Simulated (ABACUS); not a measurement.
# GaAs (F-43m) in ABACUS: notebook, part 2 of 2

ABACUS 3.10.1.

### Step 3. Equation of state, SCAN, 21.23 Å³/atom (volume scaled by 0.94)

Input file run_abacus.py:

```python
"""ABACUS run from a structure file: ASE reads it, the script writes STRU, KPT and INPUT."""
import re
import subprocess
import spglib
from ase import Atoms
from ase.io import read
from ase.units import Bohr

atoms = read("GaAs.cif")
cell, frac, numbers = spglib.standardize_cell((atoms.cell[:], atoms.get_scaled_positions(), atoms.numbers), to_primitive=True, symprec=1e-4)
atoms = Atoms(numbers=numbers, cell=cell, scaled_positions=frac, pbc=True)  # the primitive cell
atoms = atoms[(-atoms.numbers).argsort(kind="stable")]  # ABACUS lists atoms element by element
pseudo = {'As': 'As_ONCV_PBE-1.2.upf', 'Ga': 'Ga_ONCV_PBE-1.2.upf'}
orbital = {}
magmoms = None
kmesh = [5, 5, 5]
params = {
    'suffix': 'GaAs',
    'calculation': 'scf',
    'basis_type': 'pw',
    'pseudo_dir': './',
    'symmetry': 1,
    'dft_functional': 'scan',
    'ecutwfc': 97,
    'pseudo_rcut': 10,
    'nspin': 1,
    'nbands': 13,
    'ks_solver': 'dav',
    'smearing_method': 'fd',
    'smearing_sigma': 0.00367493,
    'scf_thr': 1e-08,
    'scf_nmax': 100,
    'mixing_type': 'broyden',
    'mixing_beta': 0.7,
    'cal_force': 1,
    'cal_stress': 1,
    'mixing_tau': 1,
    'kpar': 4,
}

symbols = atoms.get_chemical_symbols()
elements = list(dict.fromkeys(symbols))
lines = ["ATOMIC_SPECIES"] + [f"{e} {atoms.get_masses()[symbols.index(e)]:.4f} {pseudo[e]}" for e in elements]
if orbital:
    lines += ["", "NUMERICAL_ORBITAL"] + [orbital[e] for e in elements]
lines += ["", "LATTICE_CONSTANT", f"{1 / Bohr:.10f}", "", "LATTICE_VECTORS"]
lines += [" ".join(f"{x:.10f}" for x in v) for v in atoms.cell]
lines += ["", "ATOMIC_POSITIONS", "Direct"]
for e in elements:
    lines += ["", e, "0.0", str(symbols.count(e))]
    for i, p in enumerate(atoms.get_scaled_positions(wrap=False)):
        if symbols[i] == e:
            mag = "" if magmoms is None else " mag " + " ".join(str(x) for x in (magmoms[i] if isinstance(magmoms[i], list) else [magmoms[i]]))
            lines.append(" ".join(f"{x:.10f}" for x in p) + " 1 1 1" + mag)
open("STRU", "w").write("\n".join(lines) + "\n")
open("KPT", "w").write("K_POINTS\n0\nGamma\n%d %d %d 0 0 0\n" % tuple(kmesh))
open("INPUT", "w").write("INPUT_PARAMETERS\n" + "".join(f"{k:<20s}{v}\n" for k, v in params.items()))

done = subprocess.run(['mpirun', '-np', '4', 'abacus'])
if done.returncode:
    raise SystemExit(done.returncode)
log = open("OUT.GaAs/running_scf.log").read()
print("final energy (eV):", re.findall(r"FINAL_ETOT_IS (\S+)", log))
```

Input file GaAs.cif:

```cif
data_GaAs
_cell_length_a 5.53828598
_cell_length_b 5.53828598
_cell_length_c 5.53828598
_cell_angle_alpha 90.00000000
_cell_angle_beta 90.00000000
_cell_angle_gamma 90.00000000
_space_group_name_H-M_alt 'F-43m'
_space_group_name_Hall 'F -4 2 3'
_space_group_IT_number 216
loop_
_space_group_symop_operation_xyz
'x,y,z'
'y,-x,-z'
'-x,-y,z'
'-y,x,-z'
'x,-y,-z'
'y,x,z'
'-x,y,-z'
'-y,-x,z'
'z,x,y'
'-z,y,-x'
'z,-x,-y'
'-z,-y,x'
'-z,x,-y'
'z,y,x'
'-z,-x,y'
'z,-y,-x'
'y,z,x'
'-x,-z,y'
'-y,z,-x'
'x,-z,-y'
'-y,-z,x'
'x,z,y'
'y,-z,-x'
'-x,z,-y'
'x,y+1/2,z+1/2'
'y,-x+1/2,-z+1/2'
'-x,-y+1/2,z+1/2'
'-y,x+1/2,-z+1/2'
'x,-y+1/2,-z+1/2'
'y,x+1/2,z+1/2'
'-x,y+1/2,-z+1/2'
'-y,-x+1/2,z+1/2'
'z,x+1/2,y+1/2'
'-z,y+1/2,-x+1/2'
'z,-x+1/2,-y+1/2'
'-z,-y+1/2,x+1/2'
'-z,x+1/2,-y+1/2'
'z,y+1/2,x+1/2'
'-z,-x+1/2,y+1/2'
'z,-y+1/2,-x+1/2'
'y,z+1/2,x+1/2'
'-x,-z+1/2,y+1/2'
'-y,z+1/2,-x+1/2'
'x,-z+1/2,-y+1/2'
'-y,-z+1/2,x+1/2'
'x,z+1/2,y+1/2'
'y,-z+1/2,-x+1/2'
'-x,z+1/2,-y+1/2'
'x+1/2,y,z+1/2'
'y+1/2,-x,-z+1/2'
'-x+1/2,-y,z+1/2'
'-y+1/2,x,-z+1/2'
'x+1/2,-y,-z+1/2'
'y+1/2,x,z+1/2'
'-x+1/2,y,-z+1/2'
'-y+1/2,-x,z+1/2'
'z+1/2,x,y+1/2'
'-z+1/2,y,-x+1/2'
'z+1/2,-x,-y+1/2'
'-z+1/2,-y,x+1/2'
'-z+1/2,x,-y+1/2'
'z+1/2,y,x+1/2'
'-z+1/2,-x,y+1/2'
'z+1/2,-y,-x+1/2'
'y+1/2,z,x+1/2'
'-x+1/2,-z,y+1/2'
'-y+1/2,z,-x+1/2'
'x+1/2,-z,-y+1/2'
'-y+1/2,-z,x+1/2'
'x+1/2,z,y+1/2'
'y+1/2,-z,-x+1/2'
'-x+1/2,z,-y+1/2'
'x+1/2,y+1/2,z'
'y+1/2,-x+1/2,-z'
'-x+1/2,-y+1/2,z'
'-y+1/2,x+1/2,-z'
'x+1/2,-y+1/2,-z'
'y+1/2,x+1/2,z'
'-x+1/2,y+1/2,-z'
'-y+1/2,-x+1/2,z'
'z+1/2,x+1/2,y'
'-z+1/2,y+1/2,-x'
'z+1/2,-x+1/2,-y'
'-z+1/2,-y+1/2,x'
'-z+1/2,x+1/2,-y'
'z+1/2,y+1/2,x'
'-z+1/2,-x+1/2,y'
'z+1/2,-y+1/2,-x'
'y+1/2,z+1/2,x'
'-x+1/2,-z+1/2,y'
'-y+1/2,z+1/2,-x'
'x+1/2,-z+1/2,-y'
'-y+1/2,-z+1/2,x'
'x+1/2,z+1/2,y'
'y+1/2,-z+1/2,-x'
'-x+1/2,z+1/2,-y'
loop_
_atom_site_label
_atom_site_type_symbol
_atom_site_symmetry_multiplicity
_atom_site_Wyckoff_symbol
_atom_site_fract_x
_atom_site_fract_y
_atom_site_fract_z
_atom_site_occupancy
As1 As 4 c 0.2500000000 0.2500000000 0.2500000000 1
Ga1 Ga 4 a 0.0000000000 0.0000000000 0.0000000000 1
```

Potentials or basis: SG15 ONCV 1.2 PBE, plane waves.

Launch:

```console
$ OMP_NUM_THREADS=1 python run_abacus.py > log
```

Wall time 13 s (4 MPI ranks of Intel Xeon Platinum 8488C (Sapphire Rapids), shared host); peak memory 0.44 GiB.

The run converged. Its results:

```
Free energy            : -1945.9422 eV
Pressure               : 4.4 GPa
Band gap on the k mesh : 0.95 eV, direct
```

Caveat: the potentials were made for another functional, which shifts forces and pressure; an odd mesh through Γ misses points on the zone boundary, where band edges often lie.

### Step 4. Equation of state, SCAN, 22.14 Å³/atom (volume scaled by 0.98)

run_abacus.py is that of step 3.

Edit GaAs.cif of step 3 so:

```diff
@@ -1,5 +1,5 @@
 data_GaAs
-_cell_length_a 5.53828598
-_cell_length_b 5.53828598
-_cell_length_c 5.53828598
+_cell_length_a 5.61575456
+_cell_length_b 5.61575456
+_cell_length_c 5.61575456
 _cell_angle_alpha 90.00000000
```

Launch:

```console
$ OMP_NUM_THREADS=1 python run_abacus.py > log
```

It took 13 s on 4 MPI ranks of Intel Xeon Platinum 8488C (Sapphire Rapids), shared host; peak memory 0.44 GiB.

The run converged. Its results:

| Property | Result |
| --- | --- |
| Free energy | -1945.9753 eV |
| Pressure | 0.8 GPa |
| Band gap on the k mesh | 0.61 eV, direct |

Caveat: the potentials were made for another functional, which shifts forces and pressure.

### Step 5. Equation of state, SCAN, 23.04 Å³/atom (volume scaled by 1.02)

run_abacus.py is that of step 4.

Edit GaAs.cif of step 4 so:

```diff
@@ -1,5 +1,5 @@
 data_GaAs
-_cell_length_a 5.61575456
-_cell_length_b 5.61575456
-_cell_length_c 5.61575456
+_cell_length_a 5.69114281
+_cell_length_b 5.69114281
+_cell_length_c 5.69114281
 _cell_angle_alpha 90.00000000
```

Launch:

```console
$ OMP_NUM_THREADS=1 python run_abacus.py > log
```

Run time: 15 s. Hardware: 4 MPI ranks of Intel Xeon Platinum 8488C (Sapphire Rapids), shared host; peak memory 0.48 GiB.

Results (log left out):

* Free energy: -1945.9728 eV
* Pressure: -1.9 GPa
* Band gap on the k mesh: 0.28 eV, direct

Caveat: the potentials were made for another functional, which shifts forces and pressure.

### Step 6. Equation of state, SCAN, 23.94 Å³/atom (volume scaled by 1.06)

run_abacus.py is that of step 5.

Edit GaAs.cif of step 5 so:

```diff
@@ -1,5 +1,5 @@
 data_GaAs
-_cell_length_a 5.69114281
-_cell_length_b 5.69114281
-_cell_length_c 5.69114281
+_cell_length_a 5.76458501
+_cell_length_b 5.76458501
+_cell_length_c 5.76458501
 _cell_angle_alpha 90.00000000
```

Potentials or basis: SG15 ONCV 1.2 PBE, plane waves.

Launch:

```console
$ OMP_NUM_THREADS=1 python run_abacus.py > log
```

Run time: 18 s. Hardware: 4 MPI ranks of Intel Xeon Platinum 8488C (Sapphire Rapids), shared host; peak memory 0.48 GiB.

Results (log left out):

| Item | Value |
| --- | --- |
| Free energy | -1945.9541 eV |
| Pressure | -3.9 GPa |
| Band gap on the k mesh | none (metal or under the smearing width) |

Caveat: the k mesh is coarse (spacing up to 0.38 Å⁻¹), so the values aren't converged; the potentials were made for another functional, which shifts forces and pressure.

### Step 7. Equation of state, SCAN

No new run: the results of the series are fitted here.

What came out:

```yaml
Equilibrium_volume: "22.47 Å³/atom (rough: see the caveat)"
Bulk_modulus: 60 GPa (rough)
```

Energy against volume, from the lowest point:
| volume (Å³/atom) | energy (meV/atom) |
| --- | --- |
| 21.234 | 16.57 |
| 22.138 | 0.00 |
| 23.041 | 1.27 |
| 23.945 | 10.59 |

Caveat: the k mesh is coarse (spacing up to 0.38 Å⁻¹), so the values aren't converged; the fit is doubtful: noisy points or a state that changes with volume; the potentials were made for another functional, which shifts forces and pressure.

### Step 8. Against experiment

Step 2. A measured gap of GaAs is 1.418 eV (direct; 300 K; “Evidence of valence band perturbations in GaAsN/GaAs(001): A combined variable-angle spectroscopic ellipsometry and modulated photoreflectance investigation”, 2008, arxiv:0805.2212); the calculated 0.44 eV misses it by -0.98 eV. 3 values of this kind are on record (1.412 to 1.51 eV); this one was drawn at random among those near their median, those with a stated uncertainty first. Spin-orbit coupling on As, Ga is left out. The value is that of SCAN, without temperature or zero-point motion.
